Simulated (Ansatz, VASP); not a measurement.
**SnO2: VASP beside Ansatz**

```xyz
6
Lattice="4.8234 0.0000 0.0000 0.0000 4.8234 0.0000 0.0000 0.0000 3.2406" Properties=species:S:1:pos:R:3 pbc="T T T"
Sn    2.4117    2.4117    1.6203
Sn    0.0000    0.0000    0.0000
O     0.9339    3.8895    1.6203
O     3.8895    0.9339    1.6203
O     1.4778    1.4778    0.0000
O     3.3457    3.3457    0.0000
```

Alike in both runs: functional PBE; k mesh 4 × 4 × 6; occupations gaussian, width 0.1 eV; no spin polarisation.

Ansatz relaxed the structure, and its values are those at the end. VASP's run is a single point on that final structure, the one shown.

|  | VASP | Ansatz |
| --- | --- | --- |
| version | VASP 6.6.1 | Ansatz 0.2.0 |
| potentials or method | VASP PAW PBE potentials, release 64 (Sn_d, O) | scalar-relativistic, plane waves, PAW |
| plane-wave cutoff (eV) | 520 | 420 |
| valence electrons in the cell | 52 | 52 |

|  | VASP | Ansatz | Ansatz less VASP |
| --- | --- | --- | --- |
| gap on the k mesh at the Fermi level (eV) | 0.67 | 0.68 | +0.011 |
| least direct gap on the mesh (eV) | 0.67 | 0.68 | +0.011 |
| pressure (GPa) | 0.7 | 0.0 | -0.61 |
| rms of the force components (eV/Å) | 0.006 | 0.014 | +0.0074 |

With one functional, cell and mesh, what is left measures potentials, basis and numerics.

Caveats: spin-orbit coupling is left out, which moves the levels of the heavy elements. As with any semilocal functional, this PBE gap is likely too small.
